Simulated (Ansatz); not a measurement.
Br:

```xyz
4
Lattice="3.3632 -2.3226 0.0000 3.3632 2.3226 0.0000 0.0000 0.0000 8.7023" Properties=species:S:1:pos:R:3 pbc="T T T"
Br    3.3632    0.6266    3.3948
Br    3.3632    1.6959    7.7459
Br    3.3632   -0.6266    5.3075
Br    3.3632   -1.6959    0.9564
```

- Program: Ansatz 0.2.0
- Task: single point
- Functional: PBE
- Potentials or basis: all-electron LAPW, scalar-relativistic
- Cutoff: 348 eV (chosen from the basis error)
- Basis error allowed: 0.001 eV/atom
- k mesh: 7 × 7 × 3
- Occupations: fermi-dirac, width 0.05 eV
- Spin: no spin polarisation

On this cell: pressure 1.8 GPa; largest force 0.868 eV/Å; band gap on the k mesh 1.91 eV, indirect (least direct gap 1.93 eV).

The same run follows on a disturbed copy (atoms moved at random, drawn with an rms of 0.05 Å):

```xyz
4
Lattice="3.3632 -2.3226 0.0000 3.3632 2.3226 0.0000 0.0000 0.0000 8.7023" Properties=species:S:1:pos:R:3 pbc="T T T"
Br    3.3857    0.6560    3.3552
Br    3.3759    1.6889    7.7164
Br    3.2985   -0.6329    5.3389
Br    3.3365   -1.7013    0.8863
```

Q: What changes?

A: The energy moves by +3.5 meV/atom; pressure 1.4 GPa; largest force 1.417 eV/Å; band gap on the k mesh 1.71 eV, indirect (least direct gap 1.78 eV).

Forces in eV/Å, atoms in the order of the input:
```
Br  -0.057 -0.083  0.039
Br  -0.022 -0.682 -1.203
Br   0.066  0.086 -0.080
Br   0.013  0.678  1.244
```

Stress tensor (GPa, compression positive):
```
 1.26 -0.04 -0.01
-0.04  0.85  1.95
-0.01  1.95  2.02
```

Caveats: an odd mesh through Γ misses points on the zone boundary, where band edges often lie.
